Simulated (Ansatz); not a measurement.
InSb: energy along a strain

InSb, F-43m, a = 6.478 Å (as given, not relaxed at this level: 1.7 GPa). Ansatz: r2SCAN, PAW, 500 eV, Γ-centred 10×10×10 mesh on 2 atoms, Gaussian smearing 0.03 eV; no spin polarisation. Cell vectors (Å): 0.000 3.239 3.239; 3.239 0.000 3.239; 3.239 3.239 0.000. The cell is strained by x per cent times the pattern (1 0 0 0 0 0) in the order xx yy zz yz xz xy (engineering shears), with fractional coordinates held. y is the free energy over the start, V0 = 33.984 Å³/atom. Points with a strain past 8.5 % were computed too (3) and aren't used here.

| x (%) | y (meV/atom) |
| --- | --- |
| -7.50 | ? |
| -5.00 | 37.69 |
| -2.50 | 13.81 |
| 0.00 | 0.00 |
| 2.50 | -4.31 |
| 5.00 | 0.12 |
| 7.50 | 12.82 |

Fit y = c1 x + c2 x² + c3 x³ to the other rows, get the stiffness along the pattern, and predict the missing energy.

Least squares on the rows shown. y = −3.5865 x + 0.75662 x² − 0.0067457 x³. The clamped-ion stiffness p·C·p = 2 × 7.566 eV × 160.2 / 33.984 Å³ = 71 GPa, which is C11 in these axes (second derivative at the start, which stands under stress). At x = -7.50 the fit asked for gives 72.30 meV/atom. The run gave 72.15 meV/atom, so the fit is 0.15 meV/atom too high, a small miss on the scale of the series.

The energy falls on slight extension along x and is lowest, among the sampled strains, at 2.50 %. The negative linear term reflects the compressive stress in the starting cell. As the lattice constant given is close to the measured one, this suggests that the functional prefers a somewhat larger cell. The minimum along this path is not the relaxed lattice constant, however, because the lateral dimensions stay fixed.

The negative cubic term makes compression costlier than a harmonic curve would and extension cheaper. This is the usual anharmonicity of a covalent network: short-range repulsion rises steeply as In and Sb approach, while bonding overlap weakens as they separate. C11 would therefore probably be somewhat lower in the relaxed cell.

Holding the fractional coordinates costs nothing here, since a normal strain along a cube axis leaves both zinc-blende sites without a symmetry-allowed internal displacement; for C44 that relaxation would matter. The close prediction at -7.50 % supports the cubic form over this range, but a single uniaxial path cannot separate C12 from the bulk modulus or establish shear stability.
